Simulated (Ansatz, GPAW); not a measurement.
# Geometry or basis: what sets the conductance of a Ru chain with two Si atoms in line

Aim: the conductance of a Ru chain with two Si atoms in line after relaxation, and whether geometry, basis or functional moves it most.

Program: GPAW 26.7.0 and Ansatz 0.2.0. Level of theory: Ansatz plane waves; relaxation of the junction with the lead ends held; PAW set soft_1, in the first sound run; inputs show where later runs differ. Results are calculated unless marked as measured.

### Step 1. Starting point

The cell holds 18 atoms: 16 Ru and 2 Si. Cell: a = 9.000 Å, b = 9.000 Å, c = 40.346 Å, α = 90.0°, β = 90.0°, γ = 90.0°. Regions: left lead, 8 atoms (8 Ru); channel, 2 atoms (2 Si); right lead, 8 atoms (8 Ru). Vacuum lies along a and b. The structure is stacked along c, and the current runs across the ab planes.

### Step 2. Relaxation

Transmission follows bond lengths closely, so the atoms between the held lead ends are relaxed first, from a slightly shaken start that lets symmetry break.

File input.yaml:

```yaml
crystal:
  lattice:
    - [9.0, 0.0, 0.0]
    - [0.0, 9.0, 0.0]
    - [0.0, 0.0, 40.346]
  atoms:
    - { symbol: Ru, position: [0.5, 0.5, 0.0278838051] }
    - { symbol: Ru, position: [0.5, 0.5, 0.0836514153] }
    - { symbol: Ru, position: [0.5, 0.5, 0.1394190254] }
    - { symbol: Ru, position: [0.5, 0.5, 0.1951866356] }
    - { symbol: Ru, position: [0.5, 0.5, 0.2509542458] }
    - { symbol: Ru, position: [0.5, 0.5, 0.3067218559] }
    - { symbol: Ru, position: [0.4985588666, 0.4962330108, 0.3629905148] }
    - { symbol: Ru, position: [0.4963072847, 0.5067130519, 0.4189442166] }
    - { symbol: Si, position: [0.4988024569, 0.5019017191, 0.4739341613] }
    - { symbol: Si, position: [0.5094465647, 0.4969224511, 0.5280561199] }
    - { symbol: Ru, position: [0.5017258021, 0.4990681632, 0.5825550475] }
    - { symbol: Ru, position: [0.5016892477, 0.5035874695, 0.6371194921] }
    - { symbol: Ru, position: [0.5, 0.5, 0.6932781441] }
    - { symbol: Ru, position: [0.5, 0.5, 0.7490457542] }
    - { symbol: Ru, position: [0.5, 0.5, 0.8048133644] }
    - { symbol: Ru, position: [0.5, 0.5, 0.8605809746] }
    - { symbol: Ru, position: [0.5, 0.5, 0.9163485847] }
    - { symbol: Ru, position: [0.5, 0.5, 0.9721161949] }
kpoints:
  mp_grid: { grid: [1, 1, 2] }
hamiltonian:
  xc: pbe
  pseudopotentials: { kind: paw, azcp: { folder: soft_1 } }
scf:
  occupations: { method: fermi_dirac, width: 0.1 }
relax:
  f_tol: 0.03
  max_steps: 80
  constraints: [{ sites: [0, 1, 2, 3, 4, 5, 12, 13, 14, 15, 16, 17] }]
```

Launch:

```bash
$ ansatz run input.yaml --threads 4 --pin off --max-ram 8192MiB --backend cpu --events-out ev --progress --plain --runs-dir out
```

Numbers of over 12 decimals in the logs are rounded to 6 here.

Log:

```text
Engine: ansatz 0.2.0, aarch64-unknown-linux-gnu
Pseudopotentials: kind: paw
Pseudopotential: Ru, paw, valence charge 16, recommended cutoff 420 eV (normal), soft_1/Ru.paw.azcp
Pseudopotential: Si, paw, valence charge 4, recommended cutoff 420 eV (normal), soft_1/Si.paw.azcp
Functional definition: PBE
  parameter kappa = 0.804
  parameter beta = 0.066725
  exchange = pbe_x(kappa = kappa, mu = beta*pi^2/3)
  correlation = pbe_c(beta = beta)
Crystal: 18 atoms, lattice volume = 3268.026 Å³
Basis set: ecut = 420 eV, 63803 PW (Γ), exchange–correlation on 128×128×540 points (8 copies of the dense FFT grid, shifted against one another)
Bands: 159, of which v1, the nominal top of the filled ones, is band 132 counted from 1 (131 counted from 0)
Symmetry: 1 space group operations
Space group: P1 (ITA 1), of the structure as read, at distance tolerance 1.5e-4 Å
k-points: 2
Non-local potential: Ru, projectors of the file, l = 0: 3, l = 1: 2, l = 2: 2, l = 3: 1
Non-local potential: Si, projectors of the file, l = 0: 2, l = 1: 2, l = 2: 1
PAW form: soft (Blöchl's): semilocal exchange-correlation on the pseudo side does not see the compensation charge
PAW one-centre angular grid: Ru, 590 points (default); XC on 64 Gauss nodes
PAW one-centre angular grid: Si, 110 points (default); XC on 64 Gauss nodes
Initial density: superposition of atomic densities (neutral atoms: chi_scale 0, normalization atom)
Initial wavefunctions: pseudopotential atomic-orbital guess
Functional: x = pbe(κ = 0.804, μ = 0.219515), c = pbe(β = 0.066725)
SCF iter   1: F=—  HF=-95264.982271 eV  |F-HF|=—  |Δ(HF+E_count)|=         —  Δρ=1.84e-2  dr2=3.42e1  ethr=3.10e-3  ⟨swp⟩=7.5  Hψ=1353  notcnv=0
preconditioner: auto → LDOS  [metal: Δε(μ)=0.050 eV  Ē_g=2.797 eV  σ=0.100 eV  W_gap=0.12  n_scr=330 (ndim 8)  ℏωp=7.6 eV  f_vac=0.730  D(μ)=55.95/eV (n_scr^D=322)  β→1.0]
SCF iter   2: F=—  HF=-95262.916069 eV  |F-HF|=—  |Δ(HF+E_count)|=    2.07e0  Δρ=7.86e-3  dr2=2.33e0  ethr=3.10e-3  ⟨swp⟩=3.0  Hψ=675  notcnv=0
SCF iter   3: F=—  HF=-95262.788485 eV  |F-HF|=—  |Δ(HF+E_count)|=   1.28e-1  Δρ=3.44e-3  dr2=8.90e-1  ethr=8.83e-4  ⟨swp⟩=3.0  Hψ=663  notcnv=0
SCF iter   4: F=—  HF=-95262.724505 eV  |F-HF|=—  |Δ(HF+E_count)|=   6.40e-2  Δρ=1.24e-3  dr2=1.43e-1  ethr=3.37e-4  ⟨swp⟩=2.0  Hψ=496  notcnv=0
SCF iter   5: F=—  HF=-95262.720122 eV  |F-HF|=—  |Δ(HF+E_count)|=   4.38e-3  Δρ=5.58e-4  dr2=2.14e-2  ethr=5.41e-5  ⟨swp⟩=2.0  Hψ=433  notcnv=0
SCF iter   6: F=—  HF=-95262.719043 eV  |F-HF|=—  |Δ(HF+E_count)|=   1.08e-3  Δρ=1.63e-4  dr2=2.43e-3  ethr=8.12e-6  ⟨swp⟩=2.0  Hψ=464  notcnv=0
SCF iter   7: F=—  HF=-95262.719072 eV  |F-HF|=—  |Δ(HF+E_count)|=   2.91e-5  Δρ=7.34e-5  dr2=2.92e-4  ethr=9.21e-7  ⟨swp⟩=1.0  Hψ=318  notcnv=0
SCF iter   8: F=—  HF=-95262.719115 eV  |F-HF|=—  |Δ(HF+E_count)|=   4.24e-5  Δρ=2.06e-5  dr2=2.77e-5  ethr=1.11e-7  ⟨swp⟩=2.0  Hψ=445  notcnv=0
SCF iter   9: F=-95262.719116 eV  HF=-95262.719119 eV  |F-HF|=3.89e-6  |Δ(HF+E_count)|=   4.83e-6  Δρ=9.21e-6  dr2=5.15e-6  ethr=8.52e-9  ⟨swp⟩=4.0  Hψ=991  notcnv=0
SCF 1 converged in 9 iterations: F = -95262.719116 eV  dr2 = 5.15e-6
  greatest PAW one-centre occupation: 1.000 electrons in one spin orbital (limit 2), on the Ru atom at site 11 (counted from 0), in its partial waves of l = 0
relax step   1: F+E_penalty+E_count = -95262.71911561 eV  Δ(F+E_penalty+E_count) = +0.000e0 eV  max|allowed force component| = 2.054e0 eV/Å  Δτ_max = 0.0000 Å  (9 SCF iters, dr2 threshold 2.25e-5 eV, accepted)
Initial density: handed on by an earlier stage of this run
Initial wavefunctions: those handed on with the density
iter 1 solved again at ethr=8.72e-4 eV; its pass at ethr=3.10e-3 eV (dr2=2.30e0 eV) is discarded
SCF iter   1: F=—  HF=-95263.053427 eV  |F-HF|=—  |Δ(HF+E_count)|=         —  Δρ=3.38e-3  dr2=1.87e0  ethr=8.72e-4  ⟨swp⟩=1.0  Hψ=1014  notcnv=0
preconditioner: auto → LDOS  [metal: Δε(μ)=0.012 eV  Ē_g=2.752 eV  σ=0.100 eV  W_gap=0.03  n_scr=330 (ndim 8)  ℏωp=7.6 eV  f_vac=0.748  D(μ)=60.76/eV (n_scr^D=346)  β→1.0]
SCF iter   2: F=—  HF=-95263.008286 eV  |F-HF|=—  |Δ(HF+E_count)|=   4.51e-2  Δρ=1.34e-3  dr2=8.81e-2  ethr=7.08e-4  ⟨swp⟩=1.0  Hψ=318  notcnv=0
SCF iter   3: F=—  HF=-95263.006485 eV  |F-HF|=—  |Δ(HF+E_count)|=   1.80e-3  Δρ=8.48e-4  dr2=4.69e-2  ethr=3.34e-5  ⟨swp⟩=2.0  Hψ=536  notcnv=0
SCF iter   4: F=—  HF=-95263.001578 eV  |F-HF|=—  |Δ(HF+E_count)|=   4.91e-3  Δρ=2.50e-4  dr2=4.10e-3  ethr=1.78e-5  ⟨swp⟩=2.0  Hψ=320  notcnv=0
SCF iter   5: F=—  HF=-95263.001356 eV  |F-HF|=—  |Δ(HF+E_count)|=   2.22e-4  Δρ=6.71e-5  dr2=2.89e-4  ethr=1.55e-6  ⟨swp⟩=2.0  Hψ=443  notcnv=0
SCF iter   6: F=-95263.001325 eV  HF=-95263.001362 eV  |F-HF|=3.76e-5  |Δ(HF+E_count)|=   6.33e-6  Δρ=2.46e-5  dr2=4.63e-5  ethr=3.79e-8  ⟨swp⟩=3.0  Hψ=1139  notcnv=0
smearing: bands 131 to 132 share 1.817 electrons (they would hold 2.000 with every lower band full and every higher one empty; bands counted from 0; each is filled to between 0.4360 and 0.4702 of a full level; at each k-point the levels lie within 2.1e-3 eV, against a smearing width of 0.1000 eV). The entropy term TS of this state is 1.8997 eV
SCF 2 converged in 6 iterations: F = -95263.001325 eV  dr2 = 4.63e-5
relax step   2: F+E_penalty+E_count = -95263.00132485 eV  Δ(F+E_penalty+E_count) = -2.822e-1 eV  max|allowed force component| = 9.594e-1 eV/Å  Δτ_max = 0.1341 Å  (6 SCF iters, dr2 threshold 1.00e-4 eV, accepted)
iter 1 solved again at ethr=5.78e-4 eV; its pass at ethr=3.10e-3 eV (dr2=1.53e0 eV) is discarded
SCF iter   1: F=—  HF=-95263.277688 eV  |F-HF|=—  |Δ(HF+E_count)|=         —  Δρ=3.55e-3  dr2=9.97e-1  ethr=5.78e-4  ⟨swp⟩=1.0  Hψ=1309  notcnv=0
eigensolver tolerance schedule: the retry pair's looser diagonalisation over-reported the residual by 0.53 of it (diagonalisation noise at 0.14 of the residual, at the tolerance the schedule requests for it); recorded, not acted on — ethr = c·dr2/N_el stays at c = 1.0e-1
preconditioner: auto → LDOS  [metal: Δε(μ)=0.017 eV  Ē_g=2.780 eV  σ=0.100 eV  W_gap=0.04  n_scr=330 (ndim 8)  ℏωp=7.6 eV  f_vac=0.748  D(μ)=56.97/eV (n_scr^D=330)  β→1.0]
SCF iter   2: F=—  HF=-95263.244386 eV  |F-HF|=—  |Δ(HF+E_count)|=   3.33e-2  Δρ=2.39e-3  dr2=2.97e-1  ethr=3.78e-4  ⟨swp⟩=2.5  Hψ=605  notcnv=0
SCF iter   3: F=—  HF=-95263.213058 eV  |F-HF|=—  |Δ(HF+E_count)|=   3.13e-2  Δρ=7.25e-4  dr2=3.45e-2  ethr=1.12e-4  ⟨swp⟩=2.0  Hψ=550  notcnv=0
SCF iter   4: F=—  HF=-95263.210985 eV  |F-HF|=—  |Δ(HF+E_count)|=   2.07e-3  Δρ=1.81e-4  dr2=2.03e-3  ethr=1.31e-5  ⟨swp⟩=2.0  Hψ=377  notcnv=0
SCF iter   5: F=—  HF=-95263.211033 eV  |F-HF|=—  |Δ(HF+E_count)|=   4.82e-5  Δρ=8.17e-5  dr2=4.94e-4  ethr=7.68e-7  ⟨swp⟩=2.0  Hψ=438  notcnv=0
SCF iter   6: F=—  HF=-95263.211130 eV  |F-HF|=—  |Δ(HF+E_count)|=   9.69e-5  Δρ=3.29e-5  dr2=6.56e-5  ethr=1.87e-7  ⟨swp⟩=2.0  Hψ=330  notcnv=0
SCF iter   7: F=-95263.211116 eV  HF=-95263.211126 eV  |F-HF|=1.05e-5  |Δ(HF+E_count)|=   3.68e-6  Δρ=1.14e-5  dr2=1.25e-5  ethr=2.18e-8  ⟨swp⟩=4.0  Hψ=990  notcnv=0
SCF 3 converged in 7 iterations: F = -95263.211116 eV  dr2 = 1.25e-5
relax step   3: F+E_penalty+E_count = -95263.21111570 eV  Δ(F+E_penalty+E_count) = -2.098e-1 eV  max|allowed force component| = 4.784e-1 eV/Å  Δτ_max = 0.2000 Å  (7 SCF iters, dr2 threshold 5.75e-5 eV, accepted)
[... from here on, the SCF cycles and remarks between the steps are left out ...]
relax step   4: F+E_penalty+E_count = -95263.46310747 eV  Δ(F+E_penalty+E_count) = -2.520e-1 eV  max|allowed force component| = 4.791e-1 eV/Å  Δτ_max = 0.1999 Å  (7 SCF iters, dr2 threshold 4.99e-5 eV, accepted)
relax step   5: F+E_penalty+E_count = -95263.59271363 eV  Δ(F+E_penalty+E_count) = -1.296e-1 eV  max|allowed force component| = 3.574e-1 eV/Å  Δτ_max = 0.1950 Å  (7 SCF iters, dr2 threshold 5.71e-5 eV, accepted)
relax step   6: F+E_penalty+E_count = -95263.64776532 eV  Δ(F+E_penalty+E_count) = -5.505e-2 eV  max|allowed force component| = 1.746e-1 eV/Å  Δτ_max = 0.2000 Å  (7 SCF iters, dr2 threshold 7.11e-5 eV, accepted)
relax step   7: F+E_penalty+E_count = -95263.66242740 eV  Δ(F+E_penalty+E_count) = -1.466e-2 eV  max|allowed force component| = 1.641e-1 eV/Å  Δτ_max = 0.1996 Å  (7 SCF iters, dr2 threshold 7.28e-6 eV, accepted)
relax step   8: F+E_penalty+E_count = -95263.67105655 eV  Δ(F+E_penalty+E_count) = -8.629e-3 eV  max|allowed force component| = 5.747e-2 eV/Å  Δτ_max = 0.1295 Å  (8 SCF iters, dr2 threshold 6.43e-6 eV, accepted)
relax step   9: F+E_penalty+E_count = -95263.67482678 eV  Δ(F+E_penalty+E_count) = -3.770e-3 eV  max|allowed force component| = 2.272e-2 eV/Å  Δτ_max = 0.0585 Å  (8 SCF iters, accepted)
relax step  10: F+E_penalty+E_count = -95263.67529527 eV  Δ(F+E_penalty+E_count) = -4.685e-4 eV  max|allowed force component| = 1.749e-2 eV/Å  Δτ_max = 0.0452 Å  (8 SCF iters, accepted)
SCF iter   1: F=—  HF=-95263.678975 eV  |F-HF|=—  |Δ(HF+E_count)|=         —  Δρ=9.88e-4  dr2=4.72e-2  ethr=3.38e-4  ⟨swp⟩=3.5  Hψ=608  notcnv=0
preconditioner: auto → LDOS  [metal: Δε(μ)=0.015 eV  Ē_g=2.727 eV  σ=0.100 eV  W_gap=0.04  n_scr=330 (ndim 8)  ℏωp=7.6 eV  f_vac=0.746  D(μ)=54.97/eV (n_scr^D=322)  β→1.0]
SCF iter   2: F=—  HF=-95263.676433 eV  |F-HF|=—  |Δ(HF+E_count)|=   2.54e-3  Δρ=5.09e-4  dr2=8.13e-3  ethr=1.79e-5  ⟨swp⟩=2.0  Hψ=595  notcnv=0
SCF iter   3: F=—  HF=-95263.674848 eV  |F-HF|=—  |Δ(HF+E_count)|=   1.58e-3  Δρ=1.71e-4  dr2=1.67e-3  ethr=3.08e-6  ⟨swp⟩=2.0  Hψ=588  notcnv=0
SCF iter   4: F=—  HF=-95263.674717 eV  |F-HF|=—  |Δ(HF+E_count)|=   1.32e-4  Δρ=4.96e-5  dr2=1.04e-4  ethr=6.34e-7  ⟨swp⟩=2.0  Hψ=440  notcnv=0
SCF iter   5: F=—  HF=-95263.674700 eV  |F-HF|=—  |Δ(HF+E_count)|=   1.71e-5  Δρ=1.58e-5  dr2=1.67e-5  ethr=3.96e-8  ⟨swp⟩=2.0  Hψ=532  notcnv=0
SCF iter   6: F=—  HF=-95263.675543 eV  |F-HF|=—  |Δ(HF+E_count)|=   8.44e-4  Δρ=5.67e-6  dr2=1.58e-6  ethr=6.31e-9  ⟨swp⟩=2.0  Hψ=466  notcnv=0
SCF iter   7: F=—  HF=-95263.675543 eV  |F-HF|=—  |Δ(HF+E_count)|=   1.01e-7  Δρ=1.72e-6  dr2=1.61e-7  ethr=5.98e-10  ⟨swp⟩=2.0  Hψ=476  notcnv=0
SCF iter   8: F=-95263.675543 eV  HF=-95263.675543 eV  |F-HF|=6.66e-9  |Δ(HF+E_count)|=   6.42e-8  Δρ=7.39e-7  dr2=2.80e-8  ethr=3.79e-11  ⟨swp⟩=4.0  Hψ=1018  notcnv=0
SCF 11 converged in 8 iterations: F = -95263.675543 eV  dr2 = 2.80e-8
relax step  11: F+E_penalty+E_count = -95263.67554349 eV  Δ(F+E_penalty+E_count) = -2.482e-4 eV  max|allowed force component| = 1.465e-2 eV/Å  Δτ_max = 0.0459 Å  (8 SCF iters, accepted)
SCF converged after 8 iterations
Free energy (F): -95263.675543 eV
Harris-Foulkes:  -95263.675543 eV  (|F-HF|=6.66e-9)
Internal energy: -95261.923945 eV  (E = F + TS)
E sigma→0 (E₀):  -95262.799744 eV
Entropy (-TS):   -1.751599 eV (-97.311 meV/atom)
Fermi energy:    -2.956090 eV
--- Per-component energies (eV) ---
  E_band       = -7397.654617
  E_kinetic    = 7386.737204
  E_local      = -86449.592215  (includes V_loc(G=0)·N_el)
  E_nonlocal   = 6779.858816
  E_hartree    = 36475.119818
  E_xc         = -2748.839466
  E_vxc        = -3417.638211  (∫ρ·V_xc dr)
  E_paw        = -57090.580702  (= ΣΔE_a)
  E_vpaw       = -4647.270354  (= ΣTr[D̂ρ^β])
  E_aug_tail   = 0.011081  (compensation charges beyond the density's cutoff)
  E_ewald      = 385.361519
  E_smearing   = -1.751599  (= −TS)
  E_closure    = 0.000000  (closes the sum)
  Σ components = -95263.675543   (vs F -95263.675543, Δ=0.00e0)
--- Forces (eV/Å), atoms counted from 1 ---
  atom   1  Ru     0.00266603    -0.01214607     0.17036844
  atom   2  Ru    -0.00548752     0.02044231    -0.10292518
  atom   3  Ru    -0.02800710     0.00491073     0.02394850
  atom   4  Ru     0.05735673    -0.03445231     0.03027936
  atom   5  Ru     0.17360485    -0.14748457    -0.07683664
  atom   6  Ru    -0.18527650     0.18118709     0.54546080
  atom   7  Ru     0.00495968    -0.00109589    -0.01465055
  atom   8  Ru    -0.01382164     0.00512930    -0.00440746
  atom   9  Si     0.00223843     0.00461163     0.00557116
  atom  10  Si    -0.00722273    -0.00481458     0.00849561
  atom  11  Ru     0.00005826     0.00623560    -0.00286038
  atom  12  Ru     0.00009739    -0.00353369     0.00535778
  atom  13  Ru    -0.26025366     0.00683795    -0.54693722
  atom  14  Ru     0.22506317    -0.02163660     0.08108857
  atom  15  Ru     0.06500846    -0.01714978    -0.02958690
  atom  16  Ru    -0.02300356     0.01671666    -0.02540575
  atom  17  Ru    -0.01831909    -0.01037238     0.10338673
  atom  18  Ru     0.01032064     0.00662447    -0.17034817
  max |Σ_I F_I| component: 1.82e-5 eV/Å
--- Relaxed structure (11 steps of the walk, 11 accepted, 0 SCFs on fresh bases) ---
  F+E_penalty+E_count = -95263.67554349 eV   max|allowed force component| = 1.465e-2 eV/Å
  atoms:
    - { symbol: Ru, position: [0.5, 0.5, 0.0278838051] }
    - { symbol: Ru, position: [0.5, 0.5, 0.083651] }
    - { symbol: Ru, position: [0.5, 0.5, 0.139419] }
    - { symbol: Ru, position: [0.5, 0.5, 0.1951866356] }
    - { symbol: Ru, position: [0.5, 0.5, 0.2509542458] }
    - { symbol: Ru, position: [0.5, 0.5, 0.3067218559] }
    - { symbol: Ru, position: [0.564088, 0.448933, 0.359757] }
    - { symbol: Ru, position: [0.499244, 0.510580, 0.410397] }
    - { symbol: Si, position: [0.534869, 0.485189, 0.470384] }
    - { symbol: Si, position: [0.534757, 0.485238, 0.529532] }
    - { symbol: Ru, position: [0.491214, 0.493025, 0.589578] }
    - { symbol: Ru, position: [0.580777, 0.489688, 0.640216] }
    - { symbol: Ru, position: [0.5, 0.5, 0.6932781441] }
    - { symbol: Ru, position: [0.5, 0.5, 0.749046] }
    - { symbol: Ru, position: [0.5, 0.5, 0.8048133644] }
    - { symbol: Ru, position: [0.5, 0.5, 0.860581] }
    - { symbol: Ru, position: [0.5, 0.5, 0.916349] }
    - { symbol: Ru, position: [0.5, 0.5, 0.9721161949] }
```

It took 3.1 min on 4 threads of Arm Neoverse V1, shared host; peak memory 4.6 GiB.

Relaxation path:

| step | energy less that of the first step (eV) | largest force component (eV/Å) |
| --- | --- | --- |
| 1 | 0.0000 | 2.0542 |
| 2 | -0.2822 | 0.9594 |
| 3 | -0.4920 | 0.4784 |
| 4 | -0.7440 | 0.4791 |
| 5 | -0.8736 | 0.3574 |
| 6 | -0.9286 | 0.1746 |
| 7 | -0.9433 | 0.1641 |
| 8 | -0.9519 | 0.0575 |
| 9 | -0.9557 | 0.0227 |
| 10 | -0.9562 | 0.0175 |
| 11 | -0.9564 | 0.0147 |

The atoms that moved most (Å):

| atom | dx | dy | dz | length |
| --- | --- | --- | --- | --- |
| Ru7 | 0.590 | -0.426 | -0.130 | 0.739 |
| Ru12 | 0.712 | -0.125 | 0.125 | 0.733 |
| Si9 | 0.325 | -0.150 | -0.143 | 0.385 |
| Ru8 | 0.026 | 0.035 | -0.345 | 0.348 |
| Ru11 | -0.095 | -0.054 | 0.283 | 0.304 |
| Si10 | 0.228 | -0.105 | 0.060 | 0.258 |

Final coordinates:

```cif
data_structure
_symmetry_space_group_name_H-M 'P 1'
_symmetry_Int_Tables_number 1
_cell_length_a 9.0000
_cell_length_b 9.0000
_cell_length_c 40.3460
_cell_angle_alpha 90.000
_cell_angle_beta 90.000
_cell_angle_gamma 90.000
_cell_volume 3268.03
loop_
_atom_site_label
_atom_site_type_symbol
_atom_site_fract_x
_atom_site_fract_y
_atom_site_fract_z
_atom_site_occupancy
Ru1 Ru 0.50000 0.50000 0.02788 1
Ru2 Ru 0.50000 0.50000 0.08365 1
Ru3 Ru 0.50000 0.50000 0.13942 1
Ru4 Ru 0.50000 0.50000 0.19519 1
Ru5 Ru 0.50000 0.50000 0.25095 1
Ru6 Ru 0.50000 0.50000 0.30672 1
Ru7 Ru 0.56409 0.44893 0.35976 1
Ru8 Ru 0.49924 0.51058 0.41040 1
Si9 Si 0.53487 0.48519 0.47038 1
Si10 Si 0.53476 0.48524 0.52953 1
Ru11 Ru 0.49121 0.49303 0.58958 1
Ru12 Ru 0.58078 0.48969 0.64022 1
Ru13 Ru 0.50000 0.50000 0.69328 1
Ru14 Ru 0.50000 0.50000 0.74905 1
Ru15 Ru 0.50000 0.50000 0.80481 1
Ru16 Ru 0.50000 0.50000 0.86058 1
Ru17 Ru 0.50000 0.50000 0.91635 1
Ru18 Ru 0.50000 0.50000 0.97212 1
```

This step gave:

| Item | Value |
| --- | --- |
| free energy | -95263.6755 eV |
| smearing term TS | 1.752 eV |
| symmetry operations | 1 |

The relaxation lowered the energy of the cell by 0.956 eV.

[end of part 1 of 4]

[Logs are printed without paths, hosts, clocks, repeated set-up lines and the standing remarks that a program may print on its own settings, such as how far it seeks lower states.]

[Hosts, paths, dates, database ids (printed as entryN), source tags and the programs' standing remarks are cut or masked in the printed files.]
